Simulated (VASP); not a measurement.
# SnSe2 (P-3m1) in VASP: reference runs, part 2 of 2

VASP 6.6.1.

### 3 Single point, PBEsol (atoms moved at random, drawn with an rms of 0.05 Å)

The input, INCAR:

```
ALGO     = Normal         # electronic algorithm
EDIFF    = 1E-7           # SCF threshold, eV
ENCUT    = 520            # plane-wave cutoff, eV
GGA      = PS             # functional
ISIF     = 2              # what is computed and relaxed
ISMEAR   = -1             # smearing method
LASPH    = True           # aspherical terms in the spheres
LCHARG   = True           # write CHGCAR
LELF     = True           # ELF
LREAL    = False          # projectors in reciprocal space
LVHAR    = True         
LWAVE    = False          # write WAVECAR
NBANDS   = 20             # bands
NELM     = 100            # most SCF steps
PREC     = Accurate       # precision mode
SIGMA    = 0.05           # smearing width, eV
```

The input, KPOINTS:

```
k-points
0
Gamma
  8 8 5
```

The input, POSCAR:

```
SnSe2
1.0
    3.8110000000      0.0000000000      0.0000000000
   -1.9055000000      3.3004228138      0.0000000000
    0.0000000000      0.0000000000      6.1360000000
Sn Se
1 2
Direct
   -0.0030730000     -0.0040420000     -0.0018790000
    0.6689860000      0.3423530000      0.7494690000
    0.3331800000      0.6684560000      0.2531690000
```

Potentials or basis: VASP PAW PBE potentials, release 64 (Sn_d, Se).

Command:

```sh
cat potpaw_PBE.64/Sn_d/POTCAR potpaw_PBE.64/Se/POTCAR > POTCAR
mpirun -np 1 vasp_std > vasp.out
```

OUTCAR:

```text
EDIFF = 1E-7
   ENCUT = 520
   GGA = PS
   ISIF = 2
   ISMEAR = -1
   LASPH = True
   LREAL = False
   NELM = 100
   PREC = Accurate

 ion  position               nearest neighbor table
   1  0.997  0.996  0.998-   2 2.64   3 2.69   3 2.69   2 2.69   2 2.70   3 2.72
   2  0.669  0.342  0.749-   1 2.64   1 2.69   1 2.70
   3  0.333  0.668  0.253-   1 2.69   1 2.69   1 2.72

  LATTYP: Found a hexagonal cell.
 ALAT       =     3.8110000000
 C/A-ratio  =     1.6100760955

  Lattice vectors:

 A1 = (   3.8110000000,   0.0000000000,   0.0000000000)
 A2 = (  -1.9055000000,   3.3004228138,   0.0000000000)
 A3 = (   0.0000000000,   0.0000000000,   6.1360000000)

Analysis of symmetry for initial positions (statically):
=====================================================================
 Subroutine PRICEL returns:
 Original cell was already a primitive cell.

 Routine SETGRP: Setting up the symmetry group for a
 hexagonal supercell.

 Subroutine GETGRP returns: Found  1 space group operations
 (whereof  1 operations were pure point group operations)
 out of a pool of 24 trial point group operations.

The static configuration has the point symmetry C_1 .

[... 160 lines left out ...]
  energy without entropy =      -12.95467622  energy(sigma->0) =      -12.95470480

 E-fermi :   4.4310     XC(G=0):  -9.6528

 val. band max:        4.0669780061   @ k =   0.0000   0.1250   0.0000
 cond. band min:       4.7412302695   @ k =   0.5000   0.5000   0.4000
 fundamental gap:      0.6742522634
 Fermi energy:         4.4310225757

 k-point     1 :       0.0000    0.0000    0.0000
  band No.  band energies     occupation
      1     -17.0988      2.00000
      2     -17.0969      2.00000
      3     -17.0587      2.00000
      4     -17.0439      2.00000
      5     -17.0438      2.00000
      6      -9.9250      2.00000
[... 541 lines left out ...]
     19      13.1708      0.00000
     20      14.2732      0.00000

 [... further k-points ...]

------------------------ aborting loop because EDIFF is reached ----------------------------------------

  FORCE on cell =-STRESS in cart. coord.  units (eV):
  Direction    XX          YY          ZZ          XY          YZ          ZX
  --------------------------------------------------------------------------------------
  -------------------------------------------------------------------------------------
  Total        0.6859149      0.7936248      1.3660059      0.0061524      0.1741819     -0.0243235
  in kB       14.2392443     16.4752467     28.3575883      0.1277199      3.6159273     -0.5049438
  external PRESSURE =      19.6906931 kB  Pullay stress =       0.0000000 kB

 VOLUME and BASIS-vectors are now :
 -----------------------------------------------------------------------------
  energy-cutoff  :      520.00
  volume of cell :       77.18
      direct lattice vectors                 reciprocal lattice vectors
     3.811000000  0.000000000  0.000000000     0.262398321  0.151495741  0.000000000
    -1.905500000  3.300422814  0.000000000     0.000000000  0.302991482  0.000000000
     0.000000000  0.000000000  6.136000000     0.000000000  0.000000000  0.162972621

 POSITION                                       TOTAL-FORCE (eV/Angst)
 -----------------------------------------------------------------------------------
      1.90149      3.28708      6.12447        -0.012257      0.204043      0.320098
      1.89715      1.12991      4.59874         0.015898     -0.169048     -0.609533
     -0.00399      2.20619      1.55344        -0.003641     -0.034996      0.289435
 -----------------------------------------------------------------------------------
    total drift:                                0.000157      0.000345      0.000208

  FREE ENERGIE OF THE ION-ELECTRON SYSTEM (eV)
  ---------------------------------------------------
  free  energy   TOTEN  =       -12.9547333782 eV

  energy  without entropy=      -12.9546762203  energy(sigma->0) =      -12.95470480
```

OSZICAR:

```text
N       E                     dE             d eps       ncg     rms          rms(c)
DAV:   1     0.203373075098E+03    0.20337E+03   -0.12151E+04  6636   0.148E+03
DAV:   2     0.976870483850E+01   -0.19360E+03   -0.18637E+03  6988   0.386E+02
DAV:   3    -0.124483719444E+02   -0.22217E+02   -0.21734E+02  7884   0.113E+02
DAV:   4    -0.132152124326E+02   -0.76684E+00   -0.76538E+00  7720   0.220E+01
DAV:   5    -0.132339136324E+02   -0.18701E-01   -0.18700E-01  9040   0.358E+00    0.513E+00
DAV:   6    -0.129857431947E+02    0.24817E+00   -0.45529E-01  9828   0.767E+00    0.325E+00
DAV:   7    -0.129567508604E+02    0.28992E-01   -0.15045E-01  7916   0.271E+00    0.900E-01
DAV:   8    -0.129546675142E+02    0.20833E-02   -0.12061E-02  8468   0.109E+00    0.266E-01
DAV:   9    -0.129547181618E+02   -0.50648E-04   -0.12089E-03  7384   0.255E-01    0.770E-02
DAV:  10    -0.129547197311E+02   -0.15693E-05   -0.93058E-05  8448   0.625E-02    0.287E-02
DAV:  11    -0.129547324979E+02   -0.12767E-04   -0.19662E-05  7208   0.246E-02    0.474E-03
DAV:  12    -0.129547330330E+02   -0.53516E-06   -0.14102E-06  8600   0.860E-03    0.453E-03
DAV:  13    -0.129547333529E+02   -0.31985E-06   -0.81625E-07  7204   0.554E-03    0.113E-03
DAV:  14    -0.129547333782E+02   -0.25367E-07   -0.53850E-08  5424   0.136E-03
   1 F= -.12954733E+02 E0= -.12954705E+02  d E =-.571579E-04
```

Wall time 2 min (1 thread of Intel Xeon Platinum 8559C (Emerald Rapids), shared host); peak memory 0.36 GiB.

Results:

```yaml
Free_energy: -12.9547 eV
Pressure: 2.0 GPa
Largest_force: 0.633 eV/Å
Band_gap_on_the_k_mesh: 0.67 eV, indirect (least direct gap 0.99 eV)
```

Forces on the atoms (eV/Å):
```
Sn  -0.012  0.204  0.320
Se   0.016 -0.169 -0.610
Se  -0.004 -0.035  0.289
```

Stress tensor (GPa, compression positive):
```
 1.42  0.01 -0.05
 0.01  1.65  0.36
-0.05  0.36  2.84
```

Levels at points of the mesh, in eV from the valence-band top:
```tsv
k point	band 11	band 12	band 13	band 14	band 15	band 16
(0.00, 0.00, 0.00)	-0.37	-0.33	-0.03	0.97	2.88	4.54
(0.50, 0.00, 0.00)	-2.65	-1.31	-0.29	1.11	3.66	5.27
(0.00, 0.50, 0.00)	-2.64	-1.25	-0.28	1.11	3.67	5.23
(0.50, 0.50, 0.00)	-2.66	-1.32	-0.30	1.11	3.66	5.28
```

Caveat: the PAW data sets were made with another functional, which shifts forces and pressure a little; spin-orbit coupling is left out, which moves the levels of the heavy elements; an odd mesh through Γ misses points on the zone boundary, where band edges often lie.
